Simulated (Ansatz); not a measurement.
**KI: how the settings move a single-point run**

Aim: see which settings change the result for KI, by how much, and at what cost.

Computed with Ansatz 0.2.0 (reference: DFT, PBEsol, PAW with Ansatz's default frozen-core files, fully relativistic files with spin-orbit coupling; levels and slopes on a fine mesh, unless a step's input says otherwise).

1 further run of the same task is left out (it didn't finish).

## Step 1: The starting structure

Symmetry: Fm-3m, No. 225, cubic system. Conventional cell: a = 7.005 Å, b = 7.005 Å, c = 7.005 Å, α = 90.00°, β = 90.00°, γ = 90.00°. K (site symmetry m-3m) is surrounded by 6 I at 3.50 Å. I (site symmetry m-3m) is surrounded by 6 K at 3.50 Å.

Structure file:

```
CELL_PARAMETERS angstrom
0.00000 3.50248 3.50248
3.50248 0.00000 3.50248
3.50248 3.50248 0.00000
ATOMIC_POSITIONS crystal
K 0.00000 0.00000 0.00000
I 0.50000 0.50000 0.50000
```

## Step 2: Reference

File input.yaml:

```yaml
crystal:
  lattice:
    - [0.0, 3.50248008579, 3.50248008579]
    - [3.50248008579, 0.0, 3.50248008579]
    - [3.50248008579, 3.50248008579, 0.0]
  atoms:
    - { symbol: K, position: [0.0, 0.0, 0.0] }
    - { symbol: I, position: [0.5, 0.5, 0.5] }
kpoints:
  mp_grid: { grid: [6, 6, 6] }
scf:
  occupations: { method: fixed }
hamiltonian:
  xc: pbesol
  pseudopotentials: { kind: paw_fr }
magnetization:
  noncollinear: true
  spin_orbit: true
output:
  forces: true
  stress: true
  eigenvalues: true
  eigenstates:
    nscf_kmesh: { grid: [8, 8, 8] }
    de_dk: true
    e_range: [-9, 13.87396359154]
checkpoint:
  write: ck
  write_wavefunctions: false
```

Launch:

```console
ansatz run input.yaml --threads 1 --pin off --max-ram 3072MiB --backend cpu --events-out ev --progress --plain --runs-dir out
```

## Step 3: Changed: mp_grid.shift [0.5, 0.5, 0.5], ecutwfc 500 eV

Changes to input.yaml since step 2:

```diff
@@ -9,3 +9,3 @@
 kpoints:
-  mp_grid: { grid: [6, 6, 6] }
+  mp_grid: { grid: [6, 6, 6], shift: [0.5, 0.5, 0.5] }
 scf:
@@ -29 +29,3 @@
   write_wavefunctions: false
+basis:
+  ecutwfc: "500 eV"
```

**Question.** What will these runs give? Wanted: for each run, ending; energy change; pressure; gap; force.

**Answer**, as computed:

| run | ending | energy change | pressure (GPa) | gap (eV) | force (eV/Å) | cycles | time |
| --- | --- | --- | --- | --- | --- | --- | --- |
| reference | converged | 0 | 0.0 | 3.55 | 0.00 | - | 28 s |
| 1: mp_grid.shift [0.5, 0.5, 0.5], ecutwfc 500 eV | converged | -0.6 meV/atom | 0.0 | 3.77 | 0.00 | 10 | 67 s |

Residual by cycle in the longest SCF loop of each run; runs are numbered as in the table. The quantity is the density residual dr2, in eV.

| cycle | reference | run 1 |
| --- | --- | --- |
| 1 | 2.76 | 2.76 |
| 2 | 0.422 | 0.422 |
| 3 | 0.0217 | 0.0217 |
| 4 | 0.00106 | 0.00103 |
| 5 | 2.6e-5 | 2.5e-5 |
| 6 | 4.4e-7 | 4.8e-7 |
| 7 | 1.0e-8 | 1.4e-8 |
| 8 | 7.8e-10 | 7.2e-10 |
| 9 | 1.4e-11 | 1.6e-11 |
| 10 | 1.1e-12 | 9.6e-13 |

Changing the k-point mesh and cutoff moves the energy by -0.6 meV/atom, and the gap on the mesh goes from 3.55 to 3.77 eV. More than one kind of setting changed, and this run alone doesn't tell their shares apart. A gap read on a mesh depends on which points the mesh holds, and a coarse mesh shifts the density too.

The gaps are Kohn-Sham values of a semilocal functional, not quasiparticle or optical gaps. Such gaps usually fall short of the measured ones.
